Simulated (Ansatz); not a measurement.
# Selenium, omega (AlB2-type) under revPBE: from relaxation to bulk modulus

What does revPBE give for selenium in the omega (AlB2-type) structure? We relax it, solve it on a dense k-mesh, then scale the cell to 7 volumes from 88 to 112 % of the relaxed one and try a fit of the equation of state. Spin polarisation is left out. The k-meshes are 7×7×10 for the relaxation; 10×10×12 for the dense run; 9×9×10 for the volumes.

Method: DFT revPBE, plane waves (420 eV) with PAW, scalar-relativistic; PBE-made PAW files, in Ansatz 0.2.0.

## 1. The starting structure

It takes space group P6/mmm (No. 191, hexagonal). Conventional cell: a = 4.976 Å, b = 4.976 Å, c = 3.051 Å, α = 90.00°, β = 90.00°, γ = 120.00°. Around Se (site symmetry 6/mmm) lie 14 Se at 3.05 to 3.25 Å. Se (site symmetry -6m2) has 11 Se at 2.87 to 3.25 Å as nearest neighbours.

Coordinates:

```cif
data_structure
_symmetry_space_group_name_H-M 'P 1'
_symmetry_Int_Tables_number 1
_cell_length_a 4.9764
_cell_length_b 4.9764
_cell_length_c 3.0506
_cell_angle_alpha 90.000
_cell_angle_beta 90.000
_cell_angle_gamma 120.000
_cell_volume 65.43
loop_
_atom_site_label
_atom_site_type_symbol
_atom_site_fract_x
_atom_site_fract_y
_atom_site_fract_z
_atom_site_occupancy
Se1 Se 0.00000 0.00000 0.00000 1
Se2 Se 0.33333 0.66667 0.50000 1
Se3 Se 0.66667 0.33333 0.50000 1
```

## 2. Relaxation of the cell

The input, input.yaml:

```yaml
crystal:
  lattice:
    - [4.9764452362, 0.0, 0.0]
    - [-2.4882226181, 4.3097279951, 0.0]
    - [0.0, 0.0, 3.0505609298]
  atoms:
    - { symbol: Se, position: [0.0, 0.0, 0.0] }
    - { symbol: Se, position: [0.3333333333, 0.6666666667, 0.5] }
    - { symbol: Se, position: [0.6666666667, 0.3333333333, 0.5] }
hamiltonian:
  xc: revpbe
  pseudopotentials:
    kind: paw
    azcp:
      Se: "pseudopotentials/Se.paw.azcp"
basis:
  ecutwfc: 420
  fft_grid_basis: typed
kpoints:
  mp_grid: { grid: [7, 7, 10], shift: [0, 0, 0] }
magnetization:
  spin_polarized: false
scf:
  occupations: { method: fermi_dirac, width: 0.1 }
relax:
  max_steps: 60
  f_tol: 0.01
  cell: {}
```

The run is started by

```sh
ansatz run input.yaml --threads 2 --pin off --max-ram 5120MiB --backend cpu --events-out ev --progress --plain --runs-dir out
```

The runs that follow: The energy on a finer k-mesh; Volume × 0.88; Volume × 0.92; Volume × 0.96; Volume × 1.0; Volume × 1.04; Volume × 1.08; Volume × 1.12.

Before running it: what results should come out? Wanted: space group; conventional cell; volume; shortest distance; gap on the mesh; relative to trigonal; highest ELF outside the cores; V₀, B₀, B₀′.

**Answer**, as computed:

| quantity | value |
| --- | --- |
| space group (spins left aside) | P6/mmm (No. 191) |
| conventional cell | a = 4.707 Å, c = 3.418 Å (c/a = 0.726) |
| volume | 21.860 Å³/atom |
| shortest distance | 2.717 Å |
| gap on the mesh | none (levels filled in part) |
| relative to trigonal (grey) selenium | +741 meV/atom |
| highest ELF outside the cores | 0.85, 0.76 Å from the nearest atom |
| V₀, B₀, B₀′ | 21.803 Å³/atom, 62 GPa, 4.7 |

In words: The relaxation enlarged the cell by 0.2 % in volume. It lies 741 meV/atom above the element's reference form at the same level (trigonal (grey) selenium, from a run of its own). Levels at the Fermi energy are filled in part, as in a metal. B₀ comes out at 62 GPa; letting shape and positions relax at each volume could only lower it. The symmetry was held, so the structure may be unstable against distortions that break it.
